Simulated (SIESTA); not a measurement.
## Pb: band structure with PBE

Pb:

```
Pb
1.0
     0.00000    2.47502    2.47502
     2.47502    0.00000    2.47502
     2.47502    2.47502    0.00000
Pb
1
Direct
  0.00000 0.00000 0.00000
```

```
Program             : SIESTA 5.4.2
Task                : band structure
Functional          : PBE
Potentials or basis : PseudoDojo 0.4 standard (PBE files)
Basis               : SZ (energy shift 0.01 Ry)
Grid cutoff         : 500 Ry
Energy shift        : 0.01 Ry
k mesh              : 9 × 9 × 9
Occupations         : fermi-dirac, width 0.05 eV
Spin                : no spin polarisation
```

```
Pressure               : 3.8 GPa
Band gap on the k mesh : none (metal or under the smearing width)
```

Levels at the corners of the path, in eV from the Fermi level:
```csv
point,band 4,band 5,band 6,band 7,band 8,band 9
Γ,-15.74,-15.74,-11.52,8.08,8.08,8.08
X,-15.65,-15.65,-6.28,-3.27,2.39,2.39
W,-15.70,-15.65,-6.27,-1.31,-1.31,0.53
K,-15.71,-15.67,-6.44,-2.26,-1.13,3.36
Γ,-15.74,-15.74,-11.52,8.08,8.08,8.08
L,-15.67,-15.67,-7.75,-4.24,6.17,6.17
U,-15.71,-15.67,-6.44,-2.26,-1.13,3.36
W,-15.70,-15.65,-6.27,-1.31,-1.31,0.53
L,-15.67,-15.67,-7.75,-4.24,6.17,6.17
K,-15.71,-15.67,-6.44,-2.26,-1.13,3.36
U,-15.71,-15.67,-6.44,-2.26,-1.13,3.36
X,-15.65,-15.65,-6.28,-3.27,2.39,2.39
```

It took 2.3 s on 1 thread of Arm Neoverse V1, with other jobs on the host, peak memory 0.14 GiB.

Caveat: the basis has no polarisation orbitals; spin-orbit coupling is left out, which moves the levels of the heavy elements; the basis of atomic orbitals isn't converged, which shifts pressures, moduli and gaps.
